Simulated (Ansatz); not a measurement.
## Quasiparticle levels of MgO (Fm-3m)

Theory: G0W0@r²SCAN, full frequency by contour deformation, hard PAW set made for 700 eV (Ansatz 0.2.0-dev).

Input:

```yaml
crystal:
  lattice:
    - [0.0, 2.1055, 2.1055]
    - [2.1055, 0.0, 2.1055]
    - [2.1055, 2.1055, 0.0]
  atoms:
    - { symbol: Mg, position: [0, 0, 0] }
    - { symbol: O, position: [0.5, 0.5, 0.5] }
kpoints:
  mp_grid: { grid: [4, 4, 4], shift: [0, 0, 0] }
hamiltonian:
  xc: r2scan
  pseudopotentials:
    kind: paw
    azcp:
      Mg: "pseudopotentials/Mg.paw.azcp"
      O: "pseudopotentials/O.paw.azcp"
scf:
  occupations: { method: fixed }
  convergence: { dr2_threshold: "1e-9 eV" }
  lower_state_search: "off"
output:
  forces: false
  stress: false
gw:
  n_empty_bands: 86
  ecut_chi: 113.3
  qp_bands: [v1, c1]
  qp_kpoints: [[0, 0, 0], [0, 0.5, 0.5], [0, 0, 0.5]]
  ecutfock_ratio: 2
  screening: { model: contour_deformation }
basis:
  ecutwfc: 700
```

The input is rewritten from the run's settings (development build, wave cutoff 700 eV).

Levels count from the highest filled Kohn-Sham level listed; ε_QP = ε_KS + Z(Σ − Vxc). VB is the top filled band, CB the lowest empty one.

```csv
k,band,ε_KS (eV),Σx − Vxc (eV),Σc (eV),Z,ε_QP (eV)
Γ,VB,0.00,-5.00,3.74,0.81,-1.02
Γ,CB,5.63,4.63,-3.62,0.86,6.50
L,VB,-0.67,-5.20,3.79,0.81,-1.81
L,CB,8.83,4.83,-3.94,0.86,9.59
X,VB,-1.37,-5.41,3.83,0.80,-2.63
X,CB,10.04,4.62,-4.00,0.87,10.57
```

The gap (direct at Γ) opens from 5.63 eV to 7.52 eV.

Electronic (ion-clamped) dielectric constant on this mesh, from the head of the inverse dielectric matrix: 2.9.

The PAW or pseudopotential files were made with PBE. The mesh is coarse, so these are values at the stated settings, not converged ones. Band sums or response are cut, so the gap isn't at its basis limit. With r²SCAN or HSE06 the Kohn-Sham levels are generalised ones.
